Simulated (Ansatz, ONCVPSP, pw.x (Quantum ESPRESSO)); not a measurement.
# pw.x on bcc Si: one setting changed

Potential: optimised norm-conserving Vanderbilt (ONCV), ONCVPSP 4.0.1.1 (patched build), LDA (Perdew-Wang 92); core [Ne], reference 3s2 3p2; waves: 3s: rc 1.45 bohr, ncon 3, nbas 8, qcut 4.2 1/bohr, 2 projectors, debl 3.7 Ha; 3p: rc 1.45 bohr, ncon 3, nbas 8, qcut 5.3 1/bohr, 2 projectors, debl 3.5 Ha; d scattering state at 0.28 Ha: rc 1.20 bohr, ncon 3, nbas 8, qcut 6.9 1/bohr, 1 projector; local part: polynomial inside 1.00 bohr (lpopt 3, dvloc0 3 Ha); core correction: Teter function, fcfact 2.75, rcfact 1.45.

The reference run (k-mesh 15³, cutoffs 75/300 Ry, Fermi–Dirac 0.01 Ry, mixing_beta 0.4, conv_thr 1e-9, no spin) gives -0.46 GPa at 14.087 Å³/atom, where all-electron LAPW gives 0.22 GPa. This run, with its own iteration cap, changes startingwfc to atomic.

```
&control
  calculation='scf', prefix='x', pseudo_dir='./', outdir='./tmp', tstress=.true., disk_io='none'
/
&system
  ibrav=0, nat=1, ntyp=1, ecutwfc=75, ecutrho=300, nbnd=9,
  occupations='smearing', smearing='fd', degauss=0.01
/
&electrons
  conv_thr=1e-09, mixing_beta=0.4, electron_maxstep=50, startingwfc='atomic'
/
ATOMIC_SPECIES
Si 1.0 Si.UPF
CELL_PARAMETERS angstrom
  -1.52143303 1.52143303 1.52143303
  1.52143303 -1.52143303 1.52143303
  1.52143303 1.52143303 -1.52143303
ATOMIC_POSITIONS crystal
Si 0.0000 0.0000 0.0000
K_POINTS automatic
15 15 15 0 0 0
```

```bash
pw.x < Si.scf.in > Si.scf.out
```

**Question.** How does the run end?

**Answer.** It converges in 6 iterations; the free energy moves by +0.0 meV/atom and the pressure by +0.00 GPa. The result is that of the reference run.

```
Message from routine setup:
     using ibrav=0 with symmetry is DISCOURAGED, use correct ibrav instead
     lattice parameter (alat)  =       4.9798  a.u.
     unit-cell volume          =      95.0638 (a.u.)^3
     number of electrons       =         4.00
     number of Kohn-Sham states=            9
     kinetic-energy cutoff     =      75.0000  Ry
     charge density cutoff     =     300.0000  Ry
     scf convergence threshold =      1.0E-09
     Exchange-correlation= SLA  PW   NOGX NOGC
     number of k points=   120  Fermi-Dirac smearing, width (Ry)=  0.0100
     iteration #  1     ecut=    75.00 Ry     beta= 0.40
     total energy              =      -8.41222304 Ry
     estimated scf accuracy    <       0.00336799 Ry
     iteration #  2     ecut=    75.00 Ry     beta= 0.40
     total energy              =      -8.41184943 Ry
     estimated scf accuracy    <       0.00100849 Ry
     iteration #  3     ecut=    75.00 Ry     beta= 0.40
     total energy              =      -8.41191169 Ry
     estimated scf accuracy    <       0.00000578 Ry
     iteration #  4     ecut=    75.00 Ry     beta= 0.40
     total energy              =      -8.41191366 Ry
     estimated scf accuracy    <          8.4E-09 Ry
     iteration #  5     ecut=    75.00 Ry     beta= 0.40
     total energy              =      -8.41191370 Ry
     estimated scf accuracy    <          1.1E-09 Ry
     iteration #  6     ecut=    75.00 Ry     beta= 0.40
     the Fermi energy is    10.7375 ev
!    total energy              =      -8.41191370 Ry
     estimated scf accuracy    <          9.2E-10 Ry
     smearing contrib. (-TS)   =      -0.00182902 Ry
     The total energy is F=E-TS. E is the sum of the following terms:
     one-electron contribution =       4.77285425 Ry
     hartree contribution      =       0.02827126 Ry
     xc contribution           =      -3.08497068 Ry
     ewald contribution        =     -10.12623951 Ry
     convergence has been achieved in   6 iterations
          total   stress  (Ry/bohr**3)                   (kbar)     P=       -4.64
     Message from routine punch:
     Nothing written, as per user request (disk_io='none')
```

The run took about 21 s on one core of a shared host (Neoverse-N1, 64 threads, 124 GiB, load 48).
